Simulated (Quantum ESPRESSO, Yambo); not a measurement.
# SiC (F-43m): Bethe-Salpeter spectra with Yambo, part 3 of 5

Wanted: excitons and ε₂ of SiC (F-43m), with cost.

Quantum ESPRESSO 7.5 and Yambo 5.3.0; PBE and many-body steps on it, plane waves. Known limits of the many-body steps: not at the basis limit; coarse k mesh; bindings not settled in the k mesh.

So far. Step 8 (Triplet (no exchange term)): The lowest triplet lies at 5.128 eV; without spin-orbit coupling triplets are dark, so no spectrum is read. Step 9 (Empty states on the mesh, 6×6×6 mesh, 12 bands): On this mesh the gap is 1.361 eV.

### Step 11. k mesh (6×6×6)

This step: Bethe-Salpeter equation on PBE with a scissors shift, plane waves, norm-conserving pseudopotentials.

File bse6.in:

```
optics
bss
bse
em1s
dipoles
rim_cut
RandQpts= 1000000
RandGvec= 1 RL
Chimod= "HARTREE"
BSKmod= "SEX"
BSEmod= "resonant"
BSSmod= "d"
BSENGexx= 20 Ry
BSENGBlk= 4 Ry
% BSEQptR
 1 | 1 |
%
% BSEBands
 2 | 5 |
%
% BEnRange
 0 | 8 | eV
%
% BDmRange
 0.1 | 0.1 | eV
%
BEnSteps= 161
% BLongDir
 1 | 0 | 0 |
%
% BndsRnXs
 1 | 12 |
%
NGsBlkXs= 4 Ry
% LongDrXs
 1 | 1 | 1 |
%
% KfnQP_E
 0.986 | 1.0 | 1.0 |
%
WRbsWF
FFTGvecs= 33 Ry
```

Run with:

```
$ OMP_NUM_THREADS=1 mpirun -n 8 yambo -F bse6.in -J bse6 -C bse6 > bse6.log
```

The program printed:

```text
 Yambo, version 5.3.0

 [02] CORE Variables Setup
 =========================

  [... cell, symmetries and grids as in the set-up ...]

  [02.05] Energies & Occupations
  ==============================

  [X] === General ===
  [X] Electronic Temperature                        :  0.000000  0.000000 [eV K]
  [X] Bosonic    Temperature                        :  0.000000  0.000000 [eV K]
  [X] Finite Temperature mode                       : no
  [X] El. density                                   :  0.38662E+24 [cm-3]
  [X] Fermi Level                                   :  9.496072 [eV]

  [X] === Gaps and Widths ===
  [X] Conduction Band Min                           :  1.361355 [eV]
  [X] Valence Band Max                              :  0.000000 [eV]
  [X] Filled Bands                                  :   4
  [X] Empty Bands                                   :   5  12
  [X] Direct Gap                                    :  4.552961 [eV]
  [X] Direct Gap localized at k                     :  13
  [X] Indirect Gap                                  :  1.361355 [eV]
  [X] Indirect Gap between kpts                     :   1  13
  [X] Last valence band width                       :  4.386319 [eV]
  [X] 1st conduction band width                     :  5.670360 [eV]

 [03] Transferred momenta grid and indexing
 ==========================================

 [BZ sampling] Q-grid is User defined and/or read from the database

 IBZ Q-points                                      :  16
 BZ  Q-points                                      :  216

 K/Q-points units:
 rlu = crystal or reduced units; cc = cartesian coordinates; iku = interal k-units

 Q [ 1]         [rlu]:  0.000000  0.000000  0.000000
[...]
MATRIX transfer (NONE) :      0.0534s P4 (  2 calls,  26.723 msec avg) [MAX]      0.0371s P5 (  2 calls,  18.557 msec avg) [min]
                            X T_space Kernel sum :      0.1808s P3 (136 calls,   1.330 msec avg) [MAX]      0.0476s P2 (136 calls,   0.350 msec avg) [min]
                          BSE components folding :      0.0602s P1 [MAX]      0.0567s P4 [min]
                                  DIPOLE_g_space :      0.0595s P4 [MAX]      0.0573s P3 [min]
                                     io_fragment :      0.0694s P1 (128 calls,   0.542 msec avg) [MAX]      0.0590s P3 (104 calls,   0.567 msec avg) [min]
                                     WF_load_FFT :      0.0718s P4 ( 33 calls,   2.174 msec avg) [MAX]      0.0631s P2 ( 33 calls,   1.913 msec avg) [min]
                                           io_WF :      0.1107s P6 (123 calls,   0.900 msec avg) [MAX]      0.0979s P5 (122 calls,   0.803 msec avg) [min]
                                T_space EXX Osc. :      0.1112s P3 ( 23 calls,   4.835 msec avg) [MAX]      0.0990s P5 ( 22 calls,   4.499 msec avg) [min]
                               T_space CORR Osc. :      0.1801s P8 ( 64 calls,   2.814 msec avg) [MAX]      0.1177s P2 ( 68 calls,   1.731 msec avg) [min]
                                  Xo (procedure) :      0.3004s P1 ( 16 calls,  18.775 msec avg) [MAX]      0.2849s P7 ( 16 calls,  17.806 msec avg) [min]
                                X T_space Kernel :      0.5114s P3 [MAX]      0.3709s P2 [min]
                                             RIM :      0.5973s P1 [MAX]      0.5957s P5 [min]
              PARALLEL_HERMITIAN_diagonalization :      0.7107s P5 [MAX]      0.6941s P4 [min]
                                  LINEAR ALGEBRA :      0.7533s P4 ( 17 calls,  44.309 msec avg) [MAX]      0.7478s P5 [min]
                                    Diago Solver :      0.8523s P1 [MAX]      0.8397s P6 [min]
                                         Dipoles :      1.1622s P4 [MAX]      1.1618s P2 [min]

 [11] Game Over & Game summary
```

Elapsed: 4.6 s, on 8 MPI ranks of Arm Neoverse V1, shared host; peak memory 2.1 GiB; 26 s of CPU time.

Numbers from this step:

* transitions in the window: 648
* direct gap of the transition levels: 5.539 eV
* lowest state: 5.228 eV
* first strong exciton (over a fiftieth of the strongest listed): 5.232 eV
* binding of the lowest state below the direct gap: 0.3111 eV
* Coulomb term of one mesh cell: 0.3445 eV

The binding is 0.90 times the screened Coulomb term of one mesh cell (0.34 eV), so it is not shown settled.

The lowest state lies at 5.228 eV, 0.311 eV under the direct gap.

### Step 12. Triplet (no exchange term)

bse7.in, as its differences from bse6.in of step 11:

```diff
@@ -12,3 +12,3 @@
 BSSmod= "d"
-BSENGexx= 20 Ry
+BSENGexx= 1 RL
 BSENGBlk= 4 Ry
```

Run with:

```
$ OMP_NUM_THREADS=1 mpirun -n 8 yambo -F bse7.in -J bse7,bse6_W -C bse7 > bse7.log
```

The program printed:

```text
 Yambo, version 5.3.0

 [02] CORE Variables Setup
 =========================

  [... cell, symmetries and grids as in the set-up ...]

  [02.05] Energies & Occupations
  ==============================

  [X] === General ===
  [X] Electronic Temperature                        :  0.000000  0.000000 [eV K]
  [X] Bosonic    Temperature                        :  0.000000  0.000000 [eV K]
  [X] Finite Temperature mode                       : no
  [X] El. density                                   :  0.38662E+24 [cm-3]
[...]
T_space CORR Osc. :      0.1730s P8 ( 64 calls,   2.704 msec avg) [MAX]      0.1136s P1 ( 68 calls,   1.671 msec avg) [min]
                        X T_space Kernel :      0.4139s P4 [MAX]      0.2799s P1 [min]
      PARALLEL_HERMITIAN_diagonalization :      0.7656s P1 [MAX]      0.7439s P7 [min]
                          LINEAR ALGEBRA :      0.7972s P7 [MAX]      0.7964s P1 [min]
                            Diago Solver :      0.8482s P1 [MAX]      0.8356s P6 [min]

 [11] Game Over & Game summary
[key lines of the parts left out:]
Dipoles :      0.0035s P2 [MAX]      0.0033s P7 [min]
```

The job ended after 2.3 s (8 MPI ranks; peak memory 2.1 GiB; 16 s of CPU time).

The lowest triplet lies at 5.213 eV; without spin-orbit coupling triplets are dark, so no spectrum is read.

### Step 13. Empty states on the mesh, 8×8×8 mesh, 12 bands

This step: Quantum ESPRESSO 7.5; DFT, PBE, plane waves, norm-conserving pseudopotentials.

File pw.in:

```
&control
  calculation = 'nscf'
  prefix = 'x'
  outdir = 'o'
  pseudo_dir = 'pseudo'
/
&system
  ibrav = 0
  nat = 2
  ntyp = 2
  ecutwfc = 74.0
  nbnd = 12
  force_symmorphic = .true.
/
&electrons
  conv_thr = 1e-9
  electron_maxstep = 80
  diago_full_acc = .true.
  diago_thr_init = 5e-6
/
ATOMIC_SPECIES
  Si 28.085 Si.upf
  C 12.011 C.upf
CELL_PARAMETERS angstrom
  -0.0000000000 2.1790000000 2.1790000000
  2.1790000000 -0.0000000000 2.1790000000
  2.1790000000 2.1790000000 -0.0000000000
ATOMIC_POSITIONS crystal
  Si 0.0000000000 0.0000000000 0.0000000000
  C 0.2500000000 0.2500000000 0.2500000000
K_POINTS automatic
  8 8 8 0 0 0
```

Run with:

```
$ OMP_NUM_THREADS=1 mpirun -n 8 pw.x -nk 4 -in pw.in > pw.out
```

The program printed:

```text
[banner, memory and clock lines left out]
Program PWSCF v.7.5 starts

     Atomic positions and unit cell read from directory:
     o/x.save/

     Message from routine setup:
     using ibrav=0 with symmetry is DISCOURAGED, use correct ibrav instead

     bravais-lattice index     =            0
     lattice parameter (alat)  =       5.8233  a.u.
     unit-cell volume          =     139.6363 (a.u.)^3
     number of atoms/cell      =            2
     number of atomic types    =            2
     number of electrons       =         8.00
[...]
-5.9135   9.4961   9.4961   9.4961  15.7194  16.8074  16.8074  16.8074
    24.0247  24.0247  25.9553  26.7794

          k = 0.0884 0.0884-0.0884 (  1468 PWs)   bands (ev):

    -5.6090   8.0100   9.2947   9.2947  15.9644  17.1576  17.1576  17.3274
    22.8086  22.8086  25.5582  27.6032

          k = 0.1768 0.1768-0.1768 (  1489 PWs)   bands (ev):

    -4.7185   5.1994   8.8887   8.8887  15.4830  17.4074  17.4074  18.8439
    22.6373  22.6373  24.6419  30.5291

          k = 0.2652 0.2652-0.2652 (  1498 PWs)   bands (ev):

     [... further k-points ...]

     highest occupied, lowest unoccupied level (ev):     9.4961   10.8574

     XML data file, pseudopotentials, collected wavefunctions
```

Elapsed: 1.2 s, on 8 MPI ranks; peak memory 0.05 GiB; 8.5 s of CPU time.

This step gave:

| Item | Value |
| --- | --- |
| gap | 1.361 eV |
| k of the valence top | 0, 0, 0 |
| k of the conduction bottom | 0, -0.5, -0.5 |
| least direct gap | 4.553 eV |
| k points computed | 29 |
| lowest point of the top converged band, above the valence top | 17.28 eV |

On this mesh the gap is 1.361 eV.

### Step 14. Conversion and set-up

This step: Yambo 5.3.0; conversion and set-up on PBE, plane waves, norm-conserving pseudopotentials.

Run with:

```
$ (cd o/x.save; p2y > p2y.log; mv SAVE ../..); yambo > setup.log
```

The program printed:

```text
 Yambo, version 5.3.0

 [02] CORE Variables Setup
 =========================

  [02.01] Unit cells
  ==================

  Cell kind             :  FCC
  Atoms in the cell     :  Si  C
  number of Si atoms    :  1
  number of C  atoms    :  1

  List of atomic masses
  Mass of Si    :  28.08500
  Mass of C     :  12.01100

  List of atomic coordinates    : [cc]
  Si1       :  0.000000  0.000000  0.000000  order 1
  C1       :  2.058857  2.058857  2.058857  order 2

  Alat factors          :  4.117713  4.117713  4.117713 [a.u.]
  Direct lattice volume :  139.6363 [a.u.]
[...]
Q [ 1]         [rlu]:  0.000000  0.000000  0.000000
 Q [ 2]         [rlu]: -0.43259E-17 -0.43259E-17  0.12500
 Q [ 3]         [rlu]: -0.86518E-17 -0.86518E-17  0.25000
[...]
Q [ 8]         [rlu]: -0.86518E-17  0.12500      0.37500
 Q [ 9]         [rlu]:  0.47861E-16  0.12500      0.50000
 Q [10]         [rlu]: -0.19076E-16  0.12500     -0.37500
     [... 17 further rows ...]
 Q [28]         [rlu]:  0.125000 -0.500000 -0.375000
 Q [29]         [rlu]:  0.250000 -0.500000 -0.250000

  [03.01] X indexes
  =================

   [03.01.01] Sigma indexes
   ========================

 [06] Game Over & Game summary
```

Elapsed: 2.4 s, on 1 MPI rank; peak memory 0.24 GiB.

### Step 15. k mesh (8×8×8)

This step: Bethe-Salpeter equation on PBE with a scissors shift, plane waves, norm-conserving pseudopotentials.

bse9.in, as its differences from bse7.in of step 12:

```diff
@@ -12,3 +12,3 @@
 BSSmod= "d"
-BSENGexx= 1 RL
+BSENGexx= 20 Ry
 BSENGBlk= 4 Ry
```

Run with:

```
$ OMP_NUM_THREADS=1 mpirun -n 8 yambo -F bse9.in -J bse9 -C bse9 > bse9.log
```

The program printed:

```text
 Yambo, version 5.3.0

 [02] CORE Variables Setup
 =========================

  [... cell, symmetries and grids as in the set-up ...]

  [02.05] Energies & Occupations
  ==============================

  [X] === General ===
  [X] Electronic Temperature                        :  0.000000  0.000000 [eV K]
  [X] Bosonic    Temperature                        :  0.000000  0.000000 [eV K]
  [X] Finite Temperature mode                       : no
  [X] El. density                                   :  0.38662E+24 [cm-3]
[...]
==========================================================

   [BSE] Exchange components :  229
   [BSE] Correlation components :   27  229

    [08.01.05.01] Screened interaction header I/O
    =============================================

    [08.01.05.02] Main kernel loop
    ==============================

    [08.01.05.03] Wave-Function Phases
    ==================================

    [BSE] WF phases found       :  76.72414 [o/o]

   [08.01.06] BSE solver(s) @q1
   ============================

   [SLK-Digonalization]  Pools        :  2
   [SLK-Digonalization]  BLACS grid   :  2  2

   [08.01.07] Diago Solver @q1
   ===========================

 [11] Game Over & Game summary
```

It took 18 s on 8 MPI ranks; peak memory 2.8 GiB; 2.1 min of CPU time.

This step gave:

| Quantity | Value |
| --- | --- |
| transitions in the window | 1536 |
| direct gap of the transition levels | 5.539 eV |
| lowest state | 5.288 eV |
| first strong exciton (over a fiftieth of the strongest listed) | 5.291 eV |
| binding of the lowest state below the direct gap | 0.2507 eV |
| Coulomb term of one mesh cell | 0.2742 eV |

The binding is 0.91 times the screened Coulomb term of one mesh cell (0.27 eV), so it is not shown settled.

The lowest state lies at 5.288 eV, 0.251 eV under the direct gap.

The ε₂ has structure finer than the step of the table below, so its rows give means over 0.25 eV, whole bins alone (the curve runs from 0 to 8 eV). Peaks (eV: height): BSE 5.950: 15.3, 6.600: 25.5; no electron-hole interaction 6.200: 10.7, 7.000: 17.2, 7.900: 28.2.

Field along x; broadening 0.1 eV; transition window only. Limits: finite bands, cutoff and mesh; exciton not shown settled in the k mesh. ε₂ against photon energy; means over each step:

```
photon energy (eV)     BSE  no electron-hole interaction
              0.25  0.0312                        0.0249
              0.50  0.0338                        0.0268
              0.75  0.0368                        0.0289
              1.00  0.0402                        0.0312
              1.25  0.0441                        0.0339
              1.50  0.0486                        0.0369
              1.75  0.0539                        0.0403
              2.00  0.0601                        0.0443
              2.25  0.0675                        0.0489
              2.50  0.0764                        0.0544
              2.75  0.0874                        0.0608
              3.00   0.101                        0.0685
              3.25   0.118                        0.0779
              3.50   0.141                        0.0895
              3.75   0.171                         0.104
              4.00   0.214                         0.123
              4.25   0.279                         0.149
              4.50   0.388                         0.186
              4.75   0.610                         0.244
              5.00    1.35                         0.351
              5.25    5.01                         0.666
              5.50    5.58                          2.09
              5.75    11.1                          2.34
              6.00    11.0                          5.10
              6.25    7.86                          7.88
              6.50    21.0                          4.19
              6.75    19.3                          9.05
              7.00    17.1                          15.3
              7.25    15.8                          13.6
              7.50    13.8                          14.6
              7.75    7.50                          21.0
```

### Step 16. Triplet (no exchange term)

bse10.in, as its differences from bse9.in of step 15:

```diff
@@ -12,3 +12,3 @@
 BSSmod= "d"
-BSENGexx= 20 Ry
+BSENGexx= 1 RL
 BSENGBlk= 4 Ry
```

Run with:

```
$ OMP_NUM_THREADS=1 mpirun -n 8 yambo -F bse10.in -J bse10,bse9_W -C bse10 > bse10.log
```

The program printed:

```text
 Yambo, version 5.3.0

 [02] CORE Variables Setup
 =========================

  [... cell, symmetries and grids as in the set-up ...]

  [02.05] Energies & Occupations
  ==============================

  [X] === General ===
  [X] Electronic Temperature                        :  0.000000  0.000000 [eV K]
  [X] Bosonic    Temperature                        :  0.000000  0.000000 [eV K]
  [X] Finite Temperature mode                       : no
  [X] El. density                                   :  0.38662E+24 [cm-3]
[...]
=========================================

  [WARNING] [r,Vnl^pseudo] included in position and velocity dipoles.

  [WARNING] In case H contains other non local terms, these are neglected

 [07] Static Dielectric Matrix
 =============================

    [08.01.05.02] Main kernel loop
    ==============================

    [08.01.05.03] Wave-Function Phases
    ==================================

    [BSE] WF phases found       :  76.72414 [o/o]

   [08.01.06] BSE solver(s) @q1
   ============================

   [SLK-Digonalization]  Pools        :  2
   [SLK-Digonalization]  BLACS grid   :  2  2

   [08.01.07] Diago Solver @q1
   ===========================

 [11] Game Over & Game summary
```

Run time: 23 s. Hardware: 8 MPI ranks; peak memory 2.7 GiB; 2 min of CPU time.

The lowest triplet lies at 5.279 eV; without spin-orbit coupling triplets are dark, so no spectrum is read.

### Step 17. Empty states on the mesh, 10×10×10 mesh, 12 bands

This step: Quantum ESPRESSO 7.5; DFT, PBE, plane waves, norm-conserving pseudopotentials.

Edit pw.in of step 13 so:

```diff
@@ -31,2 +31,2 @@
 K_POINTS automatic
-  8 8 8 0 0 0
+  10 10 10 0 0 0
```

Run with:

```
$ OMP_NUM_THREADS=1 mpirun -n 8 pw.x -nk 4 -in pw.in > pw.out
```

The program printed:

```text
[banner, memory and clock lines left out]
Program PWSCF v.7.5 starts

     Atomic positions and unit cell read from directory:
     o/x.save/

     Message from routine setup:
     using ibrav=0 with symmetry is DISCOURAGED, use correct ibrav instead

     bravais-lattice index     =            0
     lattice parameter (alat)  =       5.8233  a.u.
     unit-cell volume          =     139.6363 (a.u.)^3
     number of atoms/cell      =            2
     number of atomic types    =            2
     number of electrons       =         8.00
[...]
-5.9135   9.4961   9.4961   9.4961  15.7194  16.8074  16.8074  16.8074
    24.0247  24.0247  25.9553  26.7794

          k = 0.0707 0.0707-0.0707 (  1462 PWs)   bands (ev):

    -5.7183   8.4859   9.3621   9.3621  15.9850  17.0497  17.0497  17.0776
    23.0804  23.0804  25.7794  27.1926

          k = 0.1414 0.1414-0.1414 (  1486 PWs)   bands (ev):

    -5.1411   6.3641   9.0545   9.0545  15.6982  17.4079  17.4079  18.2744
    22.4179  22.4179  24.8967  29.2717

          k = 0.2121 0.2121-0.2121 (  1501 PWs)   bands (ev):

     [... further k-points ...]

     highest occupied, lowest unoccupied level (ev):     9.4961   10.8574

     XML data file, pseudopotentials, collected wavefunctions
```

The job ended after 6.8 s (8 MPI ranks; peak memory 0.33 GiB; 16 s of CPU time).

Numbers from this step:

```
gap                                                           : 1.361 eV
k of the valence top                                          : 0, 0, 0
k of the conduction bottom                                    : 0, -0.5, -0.5
least direct gap                                              : 4.553 eV
k points computed                                             : 47
lowest point of the top converged band, above the valence top : 17.28 eV
```

On this mesh the gap is 1.361 eV.

### Step 18. Conversion and set-up

This step: Yambo 5.3.0; conversion and set-up on PBE, plane waves, norm-conserving pseudopotentials.

Run with:

```
$ (cd o/x.save; p2y > p2y.log; mv SAVE ../..); yambo > setup.log
```

The program printed:

```text
 Yambo, version 5.3.0

 [02] CORE Variables Setup
 =========================

  [02.01] Unit cells
  ==================

  Cell kind             :  FCC
  Atoms in the cell     :  Si  C
  number of Si atoms    :  1
  number of C  atoms    :  1

  List of atomic masses
  Mass of Si    :  28.08500
  Mass of C     :  12.01100

  List of atomic coordinates    : [cc]
  Si1       :  0.000000  0.000000  0.000000  order 1
  C1       :  2.058857  2.058857  2.058857  order 2

  Alat factors          :  4.117713  4.117713  4.117713 [a.u.]
  Direct lattice volume :  139.6363 [a.u.]
[...]
Q [ 1]         [rlu]:  0.000000  0.000000  0.000000
 Q [ 2]         [rlu]:  0.42003E-18  0.42003E-18  0.10000
 Q [ 3]         [rlu]:  0.84005E-18  0.84005E-18  0.20000
[...]
Q [ 8]         [rlu]:  0.42003E-18  0.10000      0.20000
 Q [ 9]         [rlu]:  0.84005E-18  0.10000      0.30000
 Q [10]         [rlu]: -0.52078E-17  0.10000      0.40000
     [... 35 further rows ...]
 Q [46]         [rlu]:  0.200000  0.400000 -0.300000
 Q [47]         [rlu]:  0.200000 -0.500000 -0.300000

  [03.01] X indexes
  =================

   [03.01.01] Sigma indexes
   ========================

 [06] Game Over & Game summary
```

Wall time 3.4 s (1 MPI rank); peak memory 0.24 GiB.

[end of part 3 of 5]

[Paths, hosts, dates, memory and timing lines, banners, echoed tables and standing remarks are left out of the program output.]

[Logs are printed without paths, hosts, clocks, repeated set-up lines and the standing remarks that a program may print on its own settings, such as how far it seeks lower states.]

[Runs of the session that timed out or met a known fault of the program may be left out.]

[Hosts, paths, dates, database ids (printed as entryN), source tags and the programs' standing remarks are cut or masked in the printed files.]
